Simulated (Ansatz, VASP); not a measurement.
## AlN: VASP beside Ansatz

File INCAR:

```
SYSTEM = AlN
PREC     = Accurate       ! precision mode
ENCUT    = 520            ! plane-wave cutoff, eV
EDIFF    = 1E-6           ! SCF threshold, eV
ISMEAR   = 0              ! smearing method
SIGMA    = 0.05           ! smearing width, eV
LREAL    = .FALSE.        ! projectors in reciprocal space
LASPH    = .TRUE.         ! aspherical terms in the spheres
NELM     = 60             ! most SCF steps
ALGO     = Normal         ! electronic algorithm
ISIF     = 2              ! what is computed and relaxed
LWAVE    = .FALSE.        ! write WAVECAR
LCHARG   = .FALSE.        ! write CHGCAR
NBANDS   = 26             ! bands
```

Contents of KPOINTS:

```
Automatic mesh
0
G
  8 8 3
  0 0 0
```

File POSCAR:

```
AlN
1.0
   -3.1110021516      0.0000000000      0.0000000000
   -1.5555010758     -2.6942068945      0.0000000000
    0.0000000000      0.0000000000      9.9560000000
Al N
4 4
Direct
    0.3333333333      0.3333333333      0.0000000000
    0.3333333333      0.3333333333      0.5000000000
    0.6666666667      0.6666666667      0.2500000000
    0.6666666667      0.6666666667      0.7500000000
    0.3333333333      0.3333333333      0.1925000000
    0.3333333333      0.3333333333      0.6925000000
    0.6666666667      0.6666666667      0.4425000000
    0.6666666667      0.6666666667      0.9425000000
```

Input for Ansatz:

```yaml
crystal:
  lattice:
    - [-3.1110021516, 0.0, 0.0]
    - [-1.5555010758, -2.6942068945, 0.0]
    - [0.0, 0.0, 9.956]
  atoms:
    - { symbol: Al, position: [0.3333333333, 0.3333333333, 0.0] }
    - { symbol: Al, position: [0.3333333333, 0.3333333333, 0.5] }
    - { symbol: Al, position: [0.6666666667, 0.6666666667, 0.25] }
    - { symbol: Al, position: [0.6666666667, 0.6666666667, 0.75] }
    - { symbol: "N", position: [0.3333333333, 0.3333333333, 0.1925] }
    - { symbol: "N", position: [0.3333333333, 0.3333333333, 0.6925] }
    - { symbol: "N", position: [0.6666666667, 0.6666666667, 0.4425] }
    - { symbol: "N", position: [0.6666666667, 0.6666666667, 0.9425] }
basis:
  ecutwfc: 420
kpoints:
  mp_grid: { grid: [8, 8, 3] }
hamiltonian:
  xc: lda
scf:
  occupations: { method: gaussian, width: 0.05 }
output:
  forces: true
  stress: true
  eigenvalues: true
```

Alike in both runs: task single point; functional LDA; k mesh 8 × 8 × 3; occupations gaussian, width 0.05 eV; no spin polarisation.

```csv
,VASP,Ansatz
version,VASP 6.6.1,Ansatz 0.2.0
potentials or method,"VASP PAW LDA potentials, release 64 (Al, N)","scalar-relativistic, plane waves, PAW"
plane-wave cutoff (eV),520,420
valence electrons in the cell,32,32
```

|  | VASP | Ansatz | Ansatz less VASP |
| --- | --- | --- | --- |
| gap on the k mesh at the Fermi level (eV) | 4.19 | 4.18 | -0.007 |
| least direct gap on the mesh (eV) | 4.19 | 4.18 | -0.007 |
| pressure (GPa) | -3.8 | -4.3 | -0.53 |
| largest component of the traceless stress (GPa) | 1.05 | 0.99 | -0.056 |
| rms of the force components (eV/Å) | 0.108 | 0.106 | -0.0018 |

Atom by atom the forces differ by 0.002 eV/Å (rms over components).

Caveats: an odd mesh through Γ misses points on the zone boundary, where band edges often lie.
